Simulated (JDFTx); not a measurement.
Here is a JDFTx 1.7.0 (patched build) calculation.

BeS.in

```
lattice \
    0.0000000000     4.5825858522     4.5825858522 \
    4.5825858522     0.0000000000     4.5825858522 \
    4.5825858522     4.5825858522     0.0000000000
coords-type Lattice
ion S      0.7546250000     0.7595160000     0.7327580000 1
ion Be    -0.0024890000    -0.0094740000     0.0016710000 1

ion-species pseudo/S.upf
ion-species pseudo/Be.upf
elec-cutoff 44
elec-ex-corr gga-PBE
kpoint-folding 9 9 9
elec-smearing Fermi 0.0018374661
elec-n-bands 10
electronic-SCF nIterations 100 energyDiffThreshold 1e-08
electronic-minimize nIterations 30 energyDiffThreshold 1e-7
converge-empty-states yes
forces-output-coords Cartesian

dump-name run.$VAR
dump End Ecomponents EigStats BandEigs Kpoints Forces Stress
```

Potentials or basis: PseudoDojo-SR-PBE-0.5-standard.

The run is started by

```sh
$ jdftx -c 1 -i BeS.in -o BeS.out
```

Task: Estimate the largest force.

Result: 0.594 eV/Å.

Task: Estimate the band gap on the k mesh.

Result: 2.97 eV, indirect (least direct gap 5.36 eV).

Stress tensor (GPa, compression positive):
```
 2.02  1.65 -0.75
 1.65  1.99 -0.20
-0.75 -0.20  1.85
```

Caveat: forces may be off by hundredths of an eV/Å; the empty levels aren't tightly converged; an odd mesh through Γ misses points on the zone boundary, where band edges often lie.
